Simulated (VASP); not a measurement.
Set up this calculation in VASP 6.6.1, as the native input.

```
Task                   : single point
Functional             : PBE
Potentials or basis    : VASP PAW PBE potentials, release 64 (Ca_sv)
Cutoff                 : 520 eV
k mesh                 : 18 × 18 × 1
Occupations            : gaussian, width 0.1 eV
Spin                   : no spin polarisation
Dipole correction      : yes
Further INCAR settings : ALGO = Fast; EDIFF = 1e-06; NBANDS = 17
```

The structure of Ca lies in POSCAR:

```
Ca
1.0
    3.9307181534      0.0000000000      0.0000000000
   -1.9653590767      3.4041017760      0.0000000000
    0.0000000000      0.0000000000     29.0045976992
Ca
2
Direct
    0.3333333333      0.6666666667      0.3094055804
    0.6666666667      0.3333333333      0.2077538078
```

The cell was built by a generator and needn't be a form met in nature.

One way to write it, as run:

INCAR

```
SYSTEM = Ca
PREC = Accurate
ENCUT = 520
EDIFF = 1E-6
ISMEAR = 0
SIGMA = 0.1
LREAL = .False.
LASPH = .True.
NELM = 100
ALGO = Fast
ISIF = 2
LWAVE = .False.
LCHARG = .False.
LDIPOL = .True.
IDIPOL = 3
DIPOL = 0.5 0.5 0.259
GGA = PE
NBANDS = 17
```

KPOINTS

```
Automatic mesh
0
Gamma
  18 18 1
  0 0 0
```

Potentials or basis: VASP PAW PBE potentials, release 64 (Ca_sv).

The run is started by

```bash
$ cat potpaw_PBE.64/Ca_sv/POTCAR > POTCAR
$ mpirun -np 1 vasp_std > vasp.out
```

It gave:

```json
{"Largest force": "0.039 eV/Å", "Band gap on the k mesh": "none (metal or under the smearing width)"}
```

Run time: 7 min on 1 thread of AMD EPYC 9R45 (Zen 5), with other jobs on the host, peak memory 0.55 GiB.
